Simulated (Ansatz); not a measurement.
Born–Oppenheimer molecular dynamics of a periodic cell of 16 atoms, WC (start crystal WC, start structure P-6m2, volume 1.15 times the crystal's). It goes on from the last frame of an earlier run, with new velocities.

Theory: DFT PBE, scalar-relativistic, plane waves, PAW in Ansatz 0.2.0. Settings: PAW set soft_1, cutoff 420 eV, k mesh 3x3x3, fermi-dirac smearing 0.3 eV, no spin polarisation.

```
ensemble             : NVT, Langevin thermostat
time step            : 1.12 fs
steps asked          : 189
set temperature      : 2800 K
friction             : 0.02 /fs
temperature schedule : 142 steps to 300 K, then 47 steps to 300 K
seed                 : 643569
```

First frame:

```xyz
16
Lattice="-2.9994 -5.1951 0.0000 4.4991 -2.5975 0.0000 0.0000 0.0000 5.8882" Properties=species:S:1:pos:R:3
W -0.261 -4.998 -0.167
C 1.501 -4.375 1.308
W -0.184 -5.591 2.874
C 1.543 -4.351 4.328
W -1.652 -2.683 0.189
C -0.156 -2.346 1.669
W -1.601 -2.897 3.100
C -0.161 -2.029 4.446
W 1.408 -2.605 -0.166
C 2.953 -1.612 1.316
W 1.476 -2.758 2.918
C 2.699 -1.793 4.464
W -0.143 -0.029 -0.156
C -1.525 -4.187 1.500
W -0.159 -0.392 3.007
C -1.607 -4.203 4.524
```

Task: What does the run give?

Result: The run went to its last step.

```
steps done                                               : 189
time covered                                             : 211.68 fs
mean temperature over the second half                    : 1191 K
spread of the potential energy over the second half      : 61.9 meV per atom
mean potential energy of the second half above the start : -336.1 meV per atom
```

The schedule's set-point averaged 509 K over the second half and the system 1191 K, so it lags behind the ramp. A run of 0.21 ps of so small a system gives no equilibrium averages. Limits of this set-up: coarse k mesh.

Task: What happens to the structure?

Result: Mean squared displacements from the first frame to the last, about the centre of mass: W 0.07 Å², C 0.12 Å². This is one draw of velocities; another would differ in detail.

Task: How do temperature and energy run in time?

Result: 
```
time (fs)  T (K)  potential energy less start (eV)
        0   2625                             0.000
     6.72   2737                            -0.677
    13.44   2772                            -0.462
    20.16   2760                            -0.217
    26.88   2852                            -0.694
     33.6   3118                            -1.155
    40.32   2823                            -0.996
    47.04   2400                            -1.025
    53.76   2369                            -1.139
    60.48   2129                            -0.994
     67.2   1867                            -0.984
    73.92   2177                            -1.297
    80.64   2019                            -2.019
    87.36   2352                            -2.539
    94.08   2366                            -2.799
    100.8   2559                            -3.411
   107.52   2414                            -3.749
   114.24   2359                            -4.428
   120.96   2514                            -5.127
   127.68   1897                            -4.571
    134.4   1323                            -3.697
   141.12   1037                            -4.168
   147.84   1309                            -5.232
   154.56   1113                            -5.566
   161.28    800                            -5.308
      168    612                            -5.194
   174.72    642                            -5.573
   181.44    805                            -6.263
   188.16    871                            -6.588
   194.88    527                            -6.469
    201.6    646                            -6.604
   208.32    678                            -6.919
```

The run took 37 min on 2 threads of Arm Neoverse V1, on a shared host, peak memory 0.63 GiB.
